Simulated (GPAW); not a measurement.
# HfO2 (P4_2/nmc) in GPAW: further runs

The runs below take HfO2 through single point, with AM05, TPSS, revPBE, optB88-vdW, PBEsol.

All numbers are computed with GPAW 26.7.0; they aren't measurements. Logs are shortened: lines on timing, memory, paths and dates and some standing lists are left out, and cuts for length are marked. The log counts tension as positive stress, the text compression.

### 1 The structure

Symmetry: P4_2/nmc, No. 137, tetragonal system. Conventional cell: a = 3.558 Å, b = 3.558 Å, c = 5.172 Å, α = 90.00°, β = 90.00°, γ = 90.00°. Hf (site symmetry -4m2) has 4 O at 2.05 Å as nearest neighbours. O (site symmetry 2mm) is surrounded by 2 Hf at 2.05 Å.

Measurements of this composition are mostly on another form, of space group No. 14.

### 2 Single point, AM05

Input file run.py:

```python
from ase import Atoms
from ase.dft.bandgap import bandgap
from ase.io import write
from ase.units import GPa
from gpaw import GPAW, PW, setup_paths

setup_paths.insert(0, '.')

atoms = Atoms(['Hf', 'Hf', 'O', 'O', 'O', 'O'],
              cell=[[3.55801933, 0.0, 0.0],
                    [0.0, 3.55801933, 0.0],
                    [0.0, 0.0, 5.17186121]],
              scaled_positions=[[0.0, 0.0, 0.0],
                                [0.5, 0.5, 0.5],
                                [0.0, 0.5, 0.19720788],
                                [0.5, 0.0, 0.30279212],
                                [0.5, 0.0, 0.80279212],
                                [0.0, 0.5, 0.69720788]],
              pbc=True)

calc = GPAW(mode=PW(800),
            xc='AM05',
            kpts={'size': (7, 7, 5), 'gamma': True},
            occupations={'name': 'fermi-dirac', 'width': 0.05},
            nbands=43,
            convergence={'density': 1e-05, 'energy': 1e-05},
            maxiter=150,
            txt='gpaw.txt')
atoms.calc = calc
energy = atoms.get_potential_energy()
forces = atoms.get_forces()
stress = atoms.get_stress()
calc.write('gs.gpw')
write('result.traj', atoms)
print(f'Energy: {energy:.6f} eV')
print('Forces (eV/A):')
print(forces.round(4))
print('Stress (GPa):', (stress / GPa).round(3))
print('Fermi level:', round(calc.get_fermi_level(), 4), 'eV')
print(f'Gap: {bandgap(calc)[0]:.4f} eV, direct: {bandgap(calc, direct=True)[0]:.4f} eV')
```

Potentials or basis: PAW data sets generated in the run's folder for this functional, pw.

Run with:

```sh
> gpaw-setup -f AM05 Hf O
> OMP_NUM_THREADS=1 python run.py
```

gpaw.txt:

```text
__  _  _
 | _ |_)|_||  |
 |__||  | ||/\| - 26.7.0

Input parameters:
  mode=PW(ecut=800.0),
  convergence={'density': 1e-05, 'energy': 1e-05},
  kpts=MonkhorstPack(size=(7, 7, 5), gamma=True),
  maxiter=150,
  nbands=43,
  occupations=Occupations(name='fermi-dirac', width=0.05),
  xc=XC(name='AM05')

Diagonalizing LCAO Hamiltonian
Converting LCAO to pw mode
   .--------.
  /|        |
 * |        |
 |O| O      |
 | |   Hf   |
 | |        |
 |O.-O------.
 |/        /
 Hf-------*

Atoms  # Å, Bohr magnetons
|   | symbol |        x |        y |        z |    initial magnetic moments |
|---|--------|----------|----------|----------|-----------------------------|
| 0 |     Hf | 0.000000 | 0.000000 | 0.000000 | ( 0.0000,  0.0000,  0.0000) |
| 1 |     Hf | 1.779010 | 1.779010 | 2.585931 | ( 0.0000,  0.0000,  0.0000) |
| 2 |      O | 0.000000 | 1.779010 | 1.019932 | ( 0.0000,  0.0000,  0.0000) |
| 3 |      O | 1.779010 | 0.000000 | 1.565999 | ( 0.0000,  0.0000,  0.0000) |
| 4 |      O | 1.779010 | 0.000000 | 4.151929 | ( 0.0000,  0.0000,  0.0000) |
| 5 |      O | 0.000000 | 1.779010 | 3.605862 | ( 0.0000,  0.0000,  0.0000) |

Unit cell  # Å
| periodic |        x |        y |        z |  lengths |    angles |
|----------|----------|----------|----------|----------|-----------|
|      yes | 3.558019 | 0.000000 | 0.000000 | 3.558019 | 90.000000 |
|      yes | 0.000000 | 3.558019 | 0.000000 | 3.558019 | 90.000000 |
|      yes | 0.000000 | 0.000000 | 5.171861 | 5.171861 | 90.000000 |

Number of symmetries: 8
Symmetry operations  # r_c * U_cc + t_c -> r_c
|   | kind |            matrix            |
|---|------|------------------------------|
| 0 |  E   |  1, 0, 0,  0, 1, 0,  0, 0, 1 |
| 1 |  σ   |  1, 0, 0,  0,-1, 0,  0, 0, 1 |
| 2 |  C2  |  0, 1, 0,  1, 0, 0,  0, 0,-1 |
| 3 |  S4  |  0, 1, 0, -1, 0, 0,  0, 0,-1 |
| 4 |  S4  |  0,-1, 0,  1, 0, 0,  0, 0,-1 |
| 5 |  C2  |  0,-1, 0, -1, 0, 0,  0, 0,-1 |
| 6 |  σ   | -1, 0, 0,  0, 1, 0,  0, 0, 1 |
| 7 |  C2  | -1, 0, 0,  0,-1, 0,  0, 0, 1 |

BZ-sampling:
  Number of BZ points: 245
  Number of IBZ points: 30

  Monkhorst-Pack size: [7, 7, 5]
  Monkhorst-Pack shift: [0, 0, 0]

K-points  # in reciprocal-cell coordinates
|     |                                coordinates |     weight |
|-----|--------------------------------------------|------------|
|   0 | (  0.00000000,   0.00000000,   0.00000000) | 0.00408163 |
|   1 | (  0.00000000,   0.00000000,   0.20000000) | 0.00816327 |
|   2 | (  0.00000000,   0.00000000,   0.40000000) | 0.00816327 |
|   3 | (  0.14285714,   0.00000000,   0.00000000) | 0.01632653 |
|   4 | (  0.14285714,   0.00000000,   0.20000000) | 0.03265306 |
|   5 | (  0.14285714,   0.00000000,   0.40000000) | 0.03265306 |
|   6 | (  0.14285714,   0.14285714,   0.00000000) | 0.01632653 |
|   7 | (  0.14285714,   0.14285714,   0.20000000) | 0.03265306 |
|   8 | (  0.14285714,   0.14285714,   0.40000000) | 0.03265306 |
|   9 | (  0.28571429,   0.00000000,   0.00000000) | 0.01632653 |
| ... |                                            |            |
|  29 | (  0.42857143,   0.42857143,   0.40000000) | 0.03265306 |

Plane wave coefficients: 3403
Cutoff: 800.0 eV

Spin-components: 1 (collinear spins)
Bands:           43
Projectors:      32
Spin-degeneracy: 2
Datatype:        complex128

Parallelization:
  kpt:    1
  domain: 1
  band:   1

Density:
  Valence electrons: 48.0
  Components: 1
  Grid points: [24 24 35]
  Charge: 0.0  # |e|

Potential:
  Grid points: [24 24 35]

species:
  Hf:
    name:    Hafnium
    Z:       72.0
    valence: 12
    core:    60
    charge:  0.0  # [|e|]
    compensation charges:
      type: gauss
      rc: 0.41  # [Å]
      lmax: 2
    cutoffs:
      filter: 2.36  # [Å]
      core: 4.02  # [Å]
    projectors
    | kind |    occ | energy [eV] | rcut [Å] |
    |------|--------|-------------|----------|
    |   5s |  2.000 |     -66.868 |    1.397 |
    |   6s |  2.000 |      -5.050 |    1.397 |
    |   5p |  6.000 |     -35.616 |    1.307 |
    |   6p |  0.000 |      -1.329 |    1.307 |
    |   5d |  2.000 |      -2.680 |    1.334 |
    |    d |        |      24.531 |    1.334 |

    Using partial waves for Hf as LCAO basis

  O:
    name:    Oxygen
    Z:       8.0
    valence: 6
    core:    2
    charge:  0.0  # [|e|]
    compensation charges:
      type: gauss
      rc: 0.21  # [Å]
      lmax: 2
    cutoffs:
      filter: 1.17  # [Å]
      core: 0.83  # [Å]
    projectors
    | kind |    occ | energy [eV] | rcut [Å] |
    |------|--------|-------------|----------|
    |   2s |  2.000 |     -23.729 |    0.688 |
    |   2p |  4.000 |      -8.955 |    0.598 |
    |    s |        |       3.482 |    0.688 |
    |    p |        |      18.256 |    0.598 |
    |    d |        |       0.000 |    0.619 |

    Using partial waves for O as LCAO basis

Reference energy: -827421.209834  # eV

eigensolver:
  PPCG
  Converge bands: occupied
  niter=2

density mixing:
  MSR1-Mixer
  Pratt-step length: 0.05
  Maximum mixing coefficient: 0.75
  Old densities: 10
  SVD Regularization: 0.005
  Good broyden scale: 1.0
  Trust region scale: 1.0
  Backstep threshold: 4.0
  History deletion threshold: 6.0
  Fourier metric: weight=20.0, sigma=0.015

occupation numbers:
  Fermi-Dirac:
    width: 0.0500  # eV

poisson solver:
  ecut: 6400.0  # eV

xc functional:
  name: AM05 with 2 nearest neighbor stencil

convergence criteria:
- Maximum integral of absolute [dens]ity change: 1e-05 electrons / valence electron
- Maximum [total energy] change in last 3 cyles: 1e-05 eV / valence electron
- Maximum integral of absolute [eigenst]ate change: 4e-08 eV^2 / valence electron
maximum number of iterations: 150

SCF iterations
|iter     | |      energy | eigst |  dens |
|---------|-|-------------|-------|-------|
|iter:   1| |  -65.007247 | +0.23 |       |
|iter:   2| |  -62.967810 | -1.77 | -0.82 |
|iter:   3| |  -57.627985 | -0.89 | -0.88 |
|iter:   4| |  -57.628069 | -2.66 | -1.49 |
|iter:   5| |  -57.642979 | -3.01 | -1.74 |
|iter:   6| |  -57.642525 | -4.78 | -2.81 |
|iter:   7| |  -57.642582c| -5.82 | -3.32 |
|iter:   8| |  -57.642589c| -6.61 | -3.83 |
|iter:   9| |  -57.642589c| -7.21 | -4.22 |
|iter:  10| |  -57.642589c| -7.58c| -4.83 |
|iter:  11| |  -57.642589c| -8.04c| -5.28c|

Converged in 11 steps
Energy contributions relative to reference atoms: (reference = -827421.209834)

Energy contributions:
  Kinetic:          56.852570
  Coulomb:         -63.617009
  Zero:              0.650362
  External:          0.000000
  Xc:              -51.528512
  Entropy:          -0.000000
  Spinorbit:         0.000000
  ----------------------------
  Free energy:     -57.642589
  Extrapolated:    -57.642589

dipole moment: (-32.881128, -32.881128, -18.825523)  # |e|*Ang

Fermi level: 8.724
Eigenvalues  # (at kpt = [0.000, 0.000, 0.000])
| band index |      eig [eV] | occ [0-2] |
|------------|---------------|-----------|
|          0 |       -52.587 |     2.000 |
|        ... |               |           |
|         16 |         4.873 |     2.000 |
|         17 |         4.873 |     2.000 |
|         18 |         6.244 |     2.000 |
|         19 |         6.244 |     2.000 |
|         20 |         6.848 |     2.000 |
|         21 |         7.431 |     2.000 |
|         22 |         7.472 |     2.000 |
|         23 |         7.472 |     2.000 |
|         24 |        12.206 |     0.000 |
|         25 |        12.234 |     0.000 |
|         26 |        13.496 |     0.000 |
|         27 |        13.672 |     0.000 |
|         28 |        14.086 |     0.000 |
|         29 |        15.102 |     0.000 |
|         30 |        16.599 |     0.000 |
|         31 |        16.599 |     0.000 |
|        ... |               |           |
|         42 |        25.413 |     0.000 |

Gap: 4.663 eV
Transition (v -> c):
  (s=0, k=2, n=23, [0.00, 0.00, 0.40]) -> (s=0, k=0, n=24, [0.00, 0.00, 0.00])
Direct/indirect transitions are different
Direct gap: 4.733 eV
Transition at: (s=0, k=0, n=23, [0.00, 0.00, 0.00])

Forces  # eV/Ang
|       x |       y |        z |
|---------|---------|----------|
| 0.00000 | 0.00000 |  0.00000 |  # Hf   0
| 0.00000 | 0.00000 |  0.00000 |  # Hf   1
| 0.00000 | 0.00000 |  0.19923 |  # O    2
| 0.00000 | 0.00000 | -0.19957 |  # O    3
| 0.00000 | 0.00000 | -0.19923 |  # O    4
| 0.00000 | 0.00000 |  0.19957 |  # O    5

Stress tensor  # eV/Ang^3
|         x |         y |         z |
|-----------|-----------|-----------|
| -0.020357 |  0.000000 |  0.000000 |
|  0.000000 | -0.020357 |  0.000000 |
|  0.000000 |  0.000000 | -0.011651 |

# Writing to gs.gpw (mode='')
```

It took 84 s on 1 thread of Intel Xeon at 2.70GHz, shared host; peak memory 0.26 GiB.

What came out:

- Free energy: -57.6426 eV
- Pressure: 2.8 GPa
- Largest force: 0.200 eV/Å
- Band gap on the k mesh: 4.66 eV, indirect (least direct gap 4.73 eV)

Forces on the atoms (eV/Å):
```
Hf   0.000  0.000  0.000
Hf   0.000  0.000  0.000
O    0.000  0.000  0.199
O    0.000  0.000 -0.200
O    0.000  0.000 -0.199
O    0.000  0.000  0.200
```

Levels at points of the mesh, in eV from the valence-band top:
```tsv
k point	band 22	band 23	band 24	band 25	band 26	band 27
(0.00, 0.00, 0.00)	-0.11	-0.07	-0.07	4.66	4.69	5.95
```

Caveat: spin-orbit coupling is left out, which moves the levels of the heavy elements; an odd mesh through Γ misses points on the zone boundary, where band edges often lie.

### 3 Single point, TPSS

Edit run.py of step 2 so:

```diff
@@ -4,5 +4,3 @@
 from ase.units import GPa
-from gpaw import GPAW, PW, setup_paths
-
-setup_paths.insert(0, '.')
+from gpaw import GPAW, PW
 
@@ -21,3 +19,3 @@
 calc = GPAW(mode=PW(800),
-            xc='AM05',
+            xc='MGGA_X_TPSS+MGGA_C_TPSS',
             kpts={'size': (7, 7, 5), 'gamma': True},
@@ -26,2 +24,3 @@
             convergence={'density': 1e-05, 'energy': 1e-05},
+            eigensolver='davidson',
             maxiter=150,
```

Potentials or basis: GPAW PAW data sets (gpaw-data 1.2.1), pw.

Run with:

```sh
> OMP_NUM_THREADS=1 python run.py
```

Run time: 5.7 min. Hardware: 1 thread of Intel Xeon at 2.70GHz, shared host; peak memory 0.39 GiB.

It converged, with:

```
Free energy            : -51.5397 eV
Pressure               : 8.1 GPa
Largest force          : 0.376 eV/Å
Band gap on the k mesh : 4.85 eV, indirect (least direct gap 4.93 eV)
```

Forces in eV/Å, atoms in the order of the input:
```
Hf   0.000  0.000  0.000
Hf   0.000  0.000  0.000
O    0.000  0.000  0.376
O    0.000  0.000 -0.376
O    0.000  0.000 -0.376
O    0.000  0.000  0.376
```

Stress tensor (GPa, compression positive):
```
8.89 0.00 0.00
0.00 8.89 0.00
0.00 0.00 6.39
```

Levels at points of the mesh, in eV from the valence-band top:
```tsv
k point	band 22	band 23	band 24	band 25	band 26	band 27
(0.00, 0.00, 0.00)	-0.12	-0.07	-0.07	4.85	4.87	6.11
```

Caveat: the PAW data sets were made with another functional, which shifts forces and pressure a little; spin-orbit coupling is left out, which moves the levels of the heavy elements; an odd mesh through Γ misses points on the zone boundary, where band edges often lie.

### 4 Single point, revPBE

Edit run.py of step 3 so:

```diff
@@ -19,3 +19,3 @@
 calc = GPAW(mode=PW(800),
-            xc='MGGA_X_TPSS+MGGA_C_TPSS',
+            xc='revPBE',
             kpts={'size': (7, 7, 5), 'gamma': True},
@@ -24,3 +24,2 @@
             convergence={'density': 1e-05, 'energy': 1e-05},
-            eigensolver='davidson',
             maxiter=150,
```

Potentials or basis: the program's PAW data sets (release 1.2.1) made for this functional, pw.

Run with:

```sh
> OMP_NUM_THREADS=1 python run.py
```

It took 85 s on 1 thread of Intel Xeon at 2.70GHz, shared host; peak memory 0.26 GiB.

The run converged. Its results:

```
Free energy            : -53.9449 eV
Pressure               : 14.9 GPa
Largest force          : 0.323 eV/Å
Band gap on the k mesh : 4.80 eV, indirect (least direct gap 4.87 eV)
```

Forces on the atoms (eV/Å):
```
Hf   0.000  0.000  0.000
Hf   0.000  0.000  0.000
O    0.000  0.000  0.323
O    0.000  0.000 -0.323
O    0.000  0.000 -0.323
O    0.000  0.000  0.323
```

Stress tensor (GPa, compression positive):
```
15.54  0.00  0.00
 0.00 15.54  0.00
 0.00  0.00 13.56
```

Levels at points of the mesh, in eV from the valence-band top:
```csv
k point,band 21,band 22,band 23,band 24,band 25,band 26,band 27,band 28
"(0.00, 0.00, 0.00)",-0.67,-0.11,-0.07,-0.07,4.80,4.85,6.07,6.25
```

Caveat: spin-orbit coupling is left out, which moves the levels of the heavy elements; an odd mesh through Γ misses points on the zone boundary, where band edges often lie. Expect the measured gap to be larger: semilocal functionals such as revPBE lack the derivative discontinuity.

### 5 Single point, optB88-vdW

Edit run.py of step 4 so:

```diff
@@ -3,3 +3,2 @@
 from ase.io import write
-from ase.units import GPa
 from gpaw import GPAW, PW
@@ -19,3 +18,3 @@
 calc = GPAW(mode=PW(800),
-            xc='revPBE',
+            xc={'name': 'optB88-vdW', 'backend': 'libvdwxc'},
             kpts={'size': (7, 7, 5), 'gamma': True},
@@ -25,2 +24,3 @@
             maxiter=150,
+            legacy_gpaw=True,
             txt='gpaw.txt')
@@ -29,3 +29,2 @@
 forces = atoms.get_forces()
-stress = atoms.get_stress()
 calc.write('gs.gpw')
@@ -35,3 +34,2 @@
 print(forces.round(4))
-print('Stress (GPa):', (stress / GPa).round(3))
 print('Fermi level:', round(calc.get_fermi_level(), 4), 'eV')
```

Potentials or basis: GPAW PAW data sets (gpaw-data 1.2.1), pw.

Run with:

```sh
> OMP_NUM_THREADS=1 python run.py
```

Run time: 92 s. Hardware: 1 thread of Intel Xeon at 2.70GHz, shared host; peak memory 0.32 GiB.

It converged, with:

```yaml
Free_energy: -174.1868 eV
Largest_force: 0.229 eV/Å
Band_gap_on_the_k_mesh: 4.77 eV, indirect (least direct gap 4.84 eV)
```

Forces on the atoms (eV/Å):
```
Hf   0.000  0.000  0.000
Hf   0.000  0.000  0.000
O    0.000  0.000  0.229
O    0.000  0.000 -0.229
O    0.000  0.000 -0.229
O    0.000  0.000  0.229
```

Levels at points of the mesh, in eV from the valence-band top:
```
           k point  band 21  band 22  band 23  band 24  band 25  band 26  band 27  band 28
(0.00, 0.00, 0.00)    -0.67    -0.11    -0.07    -0.07     4.77     4.77     6.01     6.18
```

Caveat: the PAW data sets were made with another functional, which shifts forces and pressure a little; spin-orbit coupling is left out, which moves the levels of the heavy elements; an odd mesh through Γ misses points on the zone boundary, where band edges often lie.

### 6 Single point, PBEsol

Edit run.py of step 5 so:

```diff
@@ -3,3 +3,6 @@
 from ase.io import write
-from gpaw import GPAW, PW
+from ase.units import GPa
+from gpaw import GPAW, PW, setup_paths
+
+setup_paths.insert(0, '.')
 
@@ -18,3 +21,3 @@
 calc = GPAW(mode=PW(800),
-            xc={'name': 'optB88-vdW', 'backend': 'libvdwxc'},
+            xc='PBEsol',
             kpts={'size': (7, 7, 5), 'gamma': True},
@@ -24,3 +27,2 @@
             maxiter=150,
-            legacy_gpaw=True,
             txt='gpaw.txt')
@@ -29,2 +31,3 @@
 forces = atoms.get_forces()
+stress = atoms.get_stress()
 calc.write('gs.gpw')
@@ -34,2 +37,3 @@
 print(forces.round(4))
+print('Stress (GPa):', (stress / GPa).round(3))
 print('Fermi level:', round(calc.get_fermi_level(), 4), 'eV')
```

Potentials or basis: PAW data sets generated in the run's folder for this functional, pw.

Run with:

```sh
> gpaw-setup -f PBEsol Hf O
> OMP_NUM_THREADS=1 python run.py
```

Wall time 98 s (1 thread of Intel Xeon at 2.70GHz, shared host); peak memory 0.26 GiB.

The run converged. Its results:

| Property | Result |
| --- | --- |
| Free energy | -58.9969 eV |
| Pressure | 2.4 GPa |
| Largest force | 0.208 eV/Å |
| Band gap on the k mesh | 4.64 eV, indirect (least direct gap 4.71 eV) |

Forces on the atoms (eV/Å):
```
Hf   0.000  0.000  0.000
Hf   0.000  0.000  0.000
O    0.000  0.000  0.208
O    0.000  0.000 -0.208
O    0.000  0.000 -0.208
O    0.000  0.000  0.208
```

Stress tensor (GPa, compression positive):
```
2.90 0.00 0.00
0.00 2.90 0.00
0.00 0.00 1.48
```

Levels at points of the mesh, in eV from the valence-band top:
```csv
k point,band 21,band 22,band 23,band 24,band 25,band 26,band 27,band 28
"(0.00, 0.00, 0.00)",-0.70,-0.11,-0.07,-0.07,4.64,4.66,5.92,6.13
```

Caveat: spin-orbit coupling is left out, which moves the levels of the heavy elements; an odd mesh through Γ misses points on the zone boundary, where band edges often lie.

### 7 Summary

| level | potentials or basis | eigensolver | older calculator (legacy_gpaw) | gap on the mesh (eV) | pressure (GPa) | largest force (eV/Å) |
| --- | --- | --- | --- | --- | --- | --- |
| AM05 | PAW data sets generated in the run's folder for this functional, pw | - | - | 4.66 | 2.8 | 0.20 |
| TPSS | GPAW PAW data sets (gpaw-data 1.2.1), pw | davidson | - | 4.85 | 8.1 | 0.38 |
| revPBE | the program's PAW data sets (release 1.2.1) made for this functional, pw | - | - | 4.80 | 14.9 | 0.32 |
| optB88-vdW | GPAW PAW data sets (gpaw-data 1.2.1), pw | - | yes | 4.77 | - | 0.23 |
| PBEsol | PAW data sets generated in the run's folder for this functional, pw | - | - | 4.64 | 2.4 | 0.21 |

Alike in all rows: task single point; no spin polarisation; cell as given; k mesh 7 × 7 × 5; cutoff (eV) 800; smearing fermi-dirac 0.05 eV.

Caveats: spin-orbit coupling is left out, which moves the levels of the heavy elements; an odd mesh through Γ misses points on the zone boundary, where band edges often lie; the PAW data sets were made with another functional, which shifts forces and pressure a little (some runs).

Absolute energies hang on the potentials; compare differences alone.
